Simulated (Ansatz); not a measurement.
## ¹⁷O NMR of the central transition in SiO2

Cell: a Materials Project structure (computed, not necessarily an observed phase), atoms as given.

Space group I4/mmm (No. 139); a = 8.9441, c = 5.2235 Å.

```
site  Wyckoff  site symmetry       x       y       z
  Si       8h           m.2m  0.1769  0.1769  0.0000
  O5       8f          ..2/m  0.2500  0.2500  0.2500
  O9       8i           m2m.  0.2085  0.0000  0.0000
```

One atom of each set is listed; the run and its k-mesh use a cell of 12 atoms with edges of 6.84, 6.84, 6.84 Å.

All values are calculated (Ansatz; DFT, PBE, plane waves and PAW (field gradients read without the response of the frozen cores, which leaves them typically 4 to 6 % off), scalar-relativistic, 420 eV cutoff, Γ-centred 5×5×5 k-points, Fermi–Dirac smearing 0.02 eV), not measured.

¹⁷O has I = 5/2 and Q = -25.58 mb (Pyykkö 2018); at 9.4 T its Larmor frequency is ν₀ = 54.3 MHz. Only the quadrupole interaction is simulated: positions count from each site's isotropic chemical shift, and J coupling is left out, as are shift anisotropy and dipolar coupling, which fast spinning averages.

(1) Simulate the second-order pattern (fast magic-angle spinning, Gaussian broadening 0.5 kHz) of site O5 (2 Si at 1.60 Å, angle 180°).

## Answers

(1) The calculation gives C_Q = -6.59 MHz and η = 0.00, so ν_Q = 0.988 MHz and the centre of gravity lies at -88.3 ppm (-4.80 kHz).

offset (kHz), height and a bar:
```
   -12.50          0 
   -12.21          1 
   -11.91          3 #
   -11.62          5 #
   -11.33          5 #
   -11.03          5 #
   -10.74          5 ##
   -10.45          5 ##
   -10.15          5 ##
    -9.86          5 ##
    -9.56          6 ##
    -9.27          6 ##
    -8.98          6 ##
    -8.68          6 ##
    -8.39          6 ##
    -8.09          7 ##
    -7.80         22 #######
    -7.51         65 ###################
    -7.21         75 #######################
    -6.92         56 #################
    -6.62         46 ##############
    -6.33         42 ############
    -6.04         39 ############
    -5.74         37 ###########
    -5.45         36 ###########
    -5.15         36 ###########
    -4.86         36 ###########
    -4.57         36 ###########
    -4.27         37 ###########
    -3.98         38 ###########
    -3.68         39 ############
    -3.39         41 ############
    -3.10         44 #############
    -2.80         49 ###############
    -2.51         57 #################
    -2.22         75 #######################
    -1.92        100 ##############################
    -1.63         67 ####################
    -1.33         12 ####
    -1.04          0
```

At O5 V_zz points along the line of its two bonds (within 1°).
